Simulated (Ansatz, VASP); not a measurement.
# LiH: VASP beside Ansatz

Contents of INCAR:

```
PREC = Accurate
ENCUT = 520
EDIFF = 1E-6
ISMEAR = 0
SIGMA = 0.05
LREAL = False
LASPH = True
NELM = 60
ALGO = Normal
ISIF = 2
LWAVE = False
LCHARG = False
GGA = PS
NBANDS = 9
```

KPOINTS

```
Automatic mesh
0
Gamma
  14 14 14
```

File POSCAR:

```
LiH
1.0
    0.0000000000      2.0031428266      2.0031428266
    2.0031428266      0.0000000000      2.0031428266
    2.0031428266      2.0031428266      0.0000000000
Li H
1 1
Direct
    0.0000000000      0.0000000000      0.0000000000
    0.5000000000      0.5000000000      0.5000000000
```

Input for Ansatz:

```yaml
crystal:
  lattice:
    - [0.0, 2.0031428266, 2.0031428266]
    - [2.0031428266, 0.0, 2.0031428266]
    - [2.0031428266, 2.0031428266, 0.0]
  atoms:
    - { symbol: Li, position: [0.0, 0.0, 0.0] }
    - { symbol: H, position: [0.5, 0.5, 0.5] }
basis:
  ecutwfc: 420
  ecutrho_ratio: 4
kpoints:
  mp_grid: { grid: [14, 14, 14] }
hamiltonian:
  xc: pbesol
scf:
  occupations: { method: gaussian, width: 0.05 }
output:
  forces: true
  stress: true
  eigenvalues: true
```

Alike in both runs: task single point; functional PBEsol; k mesh 14 × 14 × 14; occupations gaussian, width 0.05 eV; no spin polarisation.

```csv
,VASP,Ansatz
version,VASP 6.6.1,Ansatz 0.2.0
potentials or method,"VASP PAW PBE potentials, release 64 (Li_sv, H)","scalar-relativistic, plane waves, PAW"
plane-wave cutoff (eV),520,420
valence electrons in the cell,4,4
```

```tsv
	VASP	Ansatz	Ansatz less VASP
gap on the k mesh at the Fermi level (eV)	2.75	2.75	0.000
least direct gap on the mesh (eV)	2.75	2.75	0.000
```

 Expect the measured gap to be larger: semilocal functionals such as PBEsol lack the derivative discontinuity. A k mesh can miss the band edges.
